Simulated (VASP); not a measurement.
A calculation with VASP 6.6.1 of Y (native input, structure from a POSCAR):

File INCAR:

```
SYSTEM = Y
PREC = Accurate
ENCUT = 500
EDIFF = 1E-6
ISMEAR = 0
SIGMA = 0.1
LREAL = .False.
LASPH = .True.
NELM = 100
ALGO = Fast
ISIF = 2
LWAVE = .False.
LCHARG = .False.
GGA = RP
NBANDS = 12
```

Contents of KPOINTS:

```
Automatic mesh
0
Gamma
  9 9 9
  0 0 0
```

Contents of POSCAR:

```
Y
1.0
    0.0000000000      2.5519910612      2.5519910612
    2.5519910612      0.0000000000      2.5519910612
    2.5519910612      2.5519910612      0.0000000000
Y
1
Cartesian
    0.0000000000      0.0000000000      0.0000000000
```

Potentials or basis: VASP PAW PBE potentials, release 64 (Y_sv).

Command:

```console
$ cat potpaw_PBE.64/Y_sv/POTCAR > POTCAR
$ mpirun -np 1 vasp_std > vasp.out
```

This isn't the form of Y at room conditions, which is hcp.

**Question.** Write the same calculation in another form: ASE script, structure typed inline.

**Answer.** As run:

run.py

```python
from ase import Atoms
from ase.calculators.vasp import Vasp
from ase.dft.bandgap import bandgap

atoms = Atoms(
    ['Y'],
    cell=[[0.0, 2.5519910612, 2.5519910612], [2.5519910612, 0.0, 2.5519910612], [2.5519910612, 2.5519910612, 0.0]],
    scaled_positions=[[0.0, 0.0, 0.0]],
    pbc=True,
)
calc = Vasp(
    directory='calc',
    xc='rpbe',
    pp='PBE',
    setups='minimal',
    prec='Accurate',
    encut=500,
    ediff=1e-06,
    ismear=0,
    sigma=0.1,
    lreal=False,
    lasph=True,
    nelm=60,
    algo='Fast',
    isif=2,
    lwave=False,
    lcharg=True,
    lelf=True,
    lvhar=True,
    kpts=[9, 9, 9],
    gamma=True,
)
atoms.calc = calc

print('energy (eV):', atoms.get_potential_energy())
print('free energy (eV):', atoms.get_potential_energy(force_consistent=True))
print('forces (eV/A):')
print(atoms.get_forces())
print('stress (eV/A^3, Voigt):', atoms.get_stress())
print('Fermi level (eV):', calc.get_fermi_level())
gap, top, bottom = bandgap(calc)
print('band gap (eV):', gap, 'from (spin, k, band)', top, 'to', bottom)
```

Potentials or basis: VASP PAW PBE potentials, release 64 (Y_sv).

Command:

```sh
$ python run.py
```

Both were run:

|  | native input, structure from a POSCAR | ASE script, structure typed inline |
| --- | --- | --- |
| Pressure | 0.6 GPa | 0.6 GPa |
| Band gap on the k mesh | none (metal or under the smearing width) | none (metal or under the smearing width) |

Keys that steer only the numerical path or the files written may differ.

Caveat: the PAW data sets were made with another functional, which shifts forces and pressure a little.
